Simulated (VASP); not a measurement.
A run of VASP 6.6.1:

The input POSCAR:

```
MgO
1.0
    0.0000000000      2.0970013927      2.0970013927
    2.0970013927      0.0000000000      2.0970013927
    2.0970013927      2.0970013927      0.0000000000
Mg O
1 1
Direct
    0.0000000000      0.0000000000      0.0000000000
    0.5000000000      0.5000000000      0.5000000000
```

File INCAR.step1:

```
SYSTEM = MgO
ALGO     = Normal         ! electronic algorithm
EDIFF    = 1E-6           ! SCF threshold, eV
ENCUT    = 520            ! plane-wave cutoff, eV
GGA      = PE             ! functional
ISIF     = 2              ! what is computed and relaxed
ISMEAR   = 0              ! smearing method
LASPH    = .TRUE.         ! aspherical terms in the spheres
LCHARG   = .TRUE.         ! write CHGCAR
LREAL    = .FALSE.        ! projectors in reciprocal space
LWAVE    = .FALSE.        ! write WAVECAR
NBANDS   = 11             ! bands
NELM     = 80             ! most SCF steps
PREC     = Accurate       ! precision mode
SIGMA    = 0.02           ! smearing width, eV
```

File KPOINTS.step1:

```
k-points
0
G
  12 12 12
  0 0 0
```

INCAR.step2

```
SYSTEM = MgO
ALGO     = Normal         ! electronic algorithm
EDIFF    = 1E-6           ! SCF threshold, eV
ENCUT    = 520            ! plane-wave cutoff, eV
GGA      = PE             ! functional
ICHARG   = 11             ! starting density
ISIF     = 2              ! what is computed and relaxed
ISMEAR   = 0              ! smearing method
LASPH    = .TRUE.         ! aspherical terms in the spheres
LCHARG   = .FALSE.        ! write CHGCAR
LREAL    = .FALSE.        ! projectors in reciprocal space
LWAVE    = .FALSE.        ! write WAVECAR
NBANDS   = 11             ! bands
NELM     = 80             ! most SCF steps
PREC     = Accurate       ! precision mode
SIGMA    = 0.05           ! smearing width, eV
```

KPOINTS.step2

```
path GXWKGLUWLK,UX
10
line-mode
reciprocal
 0.0000000000  0.0000000000  0.0000000000  G
 0.5000000000  0.0000000000  0.5000000000  X

 0.5000000000  0.0000000000  0.5000000000  X
 0.5000000000  0.2500000000  0.7500000000  W

 0.5000000000  0.2500000000  0.7500000000  W
 0.3750000000  0.3750000000  0.7500000000  K

 0.3750000000  0.3750000000  0.7500000000  K
 0.0000000000  0.0000000000  0.0000000000  G

 0.0000000000  0.0000000000  0.0000000000  G
 0.5000000000  0.5000000000  0.5000000000  L

 0.5000000000  0.5000000000  0.5000000000  L
 0.6250000000  0.2500000000  0.6250000000  U

 0.6250000000  0.2500000000  0.6250000000  U
 0.5000000000  0.2500000000  0.7500000000  W

 0.5000000000  0.2500000000  0.7500000000  W
 0.5000000000  0.5000000000  0.5000000000  L

 0.5000000000  0.5000000000  0.5000000000  L
 0.3750000000  0.3750000000  0.7500000000  K

 0.6250000000  0.2500000000  0.6250000000  U
 0.5000000000  0.0000000000  0.5000000000  X
```

Potentials or basis: VASP PAW PBE potentials, release 64 (Mg, O).

The run is started by

```sh
$ cat potpaw_PBE.64/Mg/POTCAR potpaw_PBE.64/O/POTCAR > POTCAR
$ cp INCAR.step1 INCAR
$ cp KPOINTS.step1 KPOINTS
$ mpirun -np 1 vasp_std > vasp.out
$ cp INCAR.step2 INCAR
$ cp KPOINTS.step2 KPOINTS
$ mpirun -np 1 vasp_std > vasp.out
```

Hardware: 1 thread of AMD EPYC 7R43 64-Core Processor (Zen 3) (shared host).

Problem. How long does it take, and how much memory?

Solution. Run time: 27 s on 1 thread of AMD EPYC 7R43 64-Core Processor (Zen 3), with other jobs on the host, peak memory 0.12 GiB. Counts: scf iterations 6, k points 100.
